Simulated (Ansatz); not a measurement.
The cell is SnSe (I4/mmm) from a database structure; cell and atoms were relaxed with r2SCAN+rVV10. Sn has 6 Se at 2.98–3.00 Å; Se has 6 Sn at 2.98–3.00 Å. The runs used a cell of 4 atoms, 2 times the primitive one, so meshes, points and the kind of gap refer to a folded zone.

Space group I4/mmm (No. 139). a = 4.219 Å, b = 4.219 Å, c = 5.993 Å, α = 90.00°, β = 90.00°, γ = 90.00°

| atom | site | symmetry | x | y | z |
| --- | --- | --- | --- | --- | --- |
| Sn | 2a | 4/mmm | 0.5000 | 0.5000 | 0.5000 |
| Se | 2b | 4/mmm | 0.0000 | 0.0000 | 0.5000 |

The questions ask for values computed with Ansatz 0.2.0 on this geometry. No magnetic order and no zero-point or thermal motion.

**Question.** Is there a gap with LDA, and of what kind?

**Answer.** LDA gives an indirect gap of 0.019 eV, from k = (-0.052, 0.458, 0.482) to k = (0.060, 0.478, 0.497); the least direct gap is 0.023 eV at k = (0.060, 0.478, 0.497). (So small a gap could close between the points sampled.) Least and direct gap differ so little that the kind isn't settled.

**Question.** How does the gap change from LDA to PBE+SOC (6×6×4)?

**Answer.** PBE+SOC gives an indirect gap of 0.208 eV, from k = (-0.052, 0.458, 0.482) to k = (0.060, 0.478, 0.497); the least direct gap is 0.210 eV at k = (-0.052, 0.458, 0.482). Least and direct gap differ so little that the kind isn't settled. The gap differs by +0.19 eV from LDA's.

**Question.** How does the gap change from LDA to r2SCAN (6×6×4)?

**Answer.** With r2SCAN the valence top lies at X–R (0.80 of the way from X) and the conduction bottom at k = (0.060, 0.478, 0.497), 0.12 eV higher; the smallest vertical gap, at k = (0.060, 0.478, 0.497), is 0.14 eV. The gap differs by +0.10 eV from LDA's.

**Question.** What does HSE06 give for the gap (4×4×4 mesh)?

**Answer.** With HSE06 the valence top lies at X–R (0.80 of the way from X) and the conduction bottom at k = (0.060, 0.478, 0.497), 0.16 eV higher; the smallest vertical gap, at k = (0.060, 0.478, 0.497), is 0.18 eV. The gap differs by +0.14 eV from LDA's.

**Question.** What does PBE0 give for the gap (4×4×4 mesh)?

**Answer.** The PBE0 gap is direct at k = (0.060, 0.478, 0.497): 0.06 eV. (So small a gap could close between the points sampled.) The gap differs by +0.04 eV from LDA's.

**Question.** Roughly how does the cost of the PBE0 run (4×4×4) compare with r2SCAN's (6×6×4)?

**Answer.** About 13 times as much (4 core-minutes against 19 core-seconds, on 2 threads of Arm Neoverse V2 (shared host)).

Only the levels marked +SOC include spin-orbit coupling.

Where an edge lies off the special points, it is a point of the mesh or the k point where a search put PBE's edge or least direct gap, reused for the other functionals, whose own edges may lie a little apart.

Coordinates of k points refer to the reciprocal vectors of the primitive cell of the runs.

The meshes of the hybrids are coarse, so their gaps aren't converged to the digits shown.

PBE's own run along the path (0.16 eV) came before the search for the edges and missed one, so it isn't listed.
